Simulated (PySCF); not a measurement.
Geometries of 2 isomers of C4H9NO, from PBE0-D3(BJ)/def2-SVP geometry optimisation, gas phase (PySCF 2.14.0). One conformer each, no zero-point energy, no frequencies.

Problem. Which isomer lies lower at this level?
A.
```xyz
15
angstrom
C      1.986   -0.242    0.255
C      0.811    0.712    0.197
O      0.970    1.907    0.365
N     -0.426    0.174   -0.054
C     -0.700   -1.223   -0.247
C     -1.569    1.051   -0.098
H      1.863   -1.002    1.041
H      2.875    0.359    0.477
H      2.139   -0.764   -0.701
H     -1.226   -1.389   -1.204
H      0.221   -1.814   -0.265
H     -1.345   -1.622    0.558
H     -1.219    2.079    0.057
H     -2.298    0.793    0.691
H     -2.081    0.982   -1.073
```
B.
```xyz
15
angstrom
C     -1.229    0.903    0.199
C     -1.374   -0.476   -0.430
O     -0.255   -0.790   -1.220
C      0.940   -0.748   -0.483
C      1.145    0.624    0.146
N      0.009    1.046    0.946
H     -2.087    1.123    0.855
H     -1.234    1.659   -0.605
H     -1.500   -1.237    0.372
H     -2.258   -0.531   -1.085
H      0.922   -1.523    0.316
H      1.757   -1.001   -1.176
H      1.290    1.362   -0.662
H      2.059    0.636    0.762
H     -0.039    0.485    1.796
```

Solution. A. That is N,N-dimethylacetamide (`CC(=O)N(C)C`), 20.0 kcal/mol below the other.

```
     SMILES                    atoms numbered as above      E (Eh)  relative (kcal/mol)  relative (kJ/mol)  dipole (D)
CC(=O)N(C)C  [CH3:1][C:2](=[O:3])[N:4]([CH3:5])[CH3:6]  -287.29639                  0.0                0.0        3.67
   C1COCCN1  [CH2:1]1[CH2:2][O:3][CH2:4][CH2:5][NH:6]1  -287.26444                 20.0               83.9        1.26
```

As drawn, the lower has a C=O bond and a C(=O)–N unit, which the higher lacks; the higher has an N–H bond, which the lower lacks.
